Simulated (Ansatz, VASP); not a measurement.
## Two plane-wave programs on W

```
W
1.0
    -1.58234    1.58234    1.58234
     1.58234   -1.58234    1.58234
     1.58234    1.58234   -1.58234
W
1
Direct
  0.00000 0.00000 0.00000
```

Alike in both runs: task relaxation of cell and atoms; functional PBE; dispersion D4; k mesh 12 × 12 × 12; occupations fermi-dirac, width 0.05 eV; no spin polarisation.

|  | VASP | Ansatz |
| --- | --- | --- |
| version | VASP 6.6.1 | Ansatz 0.2.0 |
| potentials or method | VASP PAW PBE potentials, release 64 (W_sv) | Ansatz PAW |
| plane-wave cutoff (eV) | 600 | 420 |
| valence electrons in the cell | 14 | 14 |

Ansatz gave:

```
relaxed volume (Å³/atom)                                     : 15.80
relaxed cell length with the largest relative difference (Å) : 2.738
```

Task: Which values does VASP return?

Result: Relaxed volume (Å³/atom): 15.83; relaxed cell length with the largest relative difference (Å): 2.740.

Caveats: pairwise dispersion overbinds metals, which lowers pressure and volume (VASP); the plane-wave basis is chosen anew once the cell has moved, so the energies of steps on either side of that aren't comparable (Ansatz). Spin-orbit coupling is left out, which matters for the levels of W.
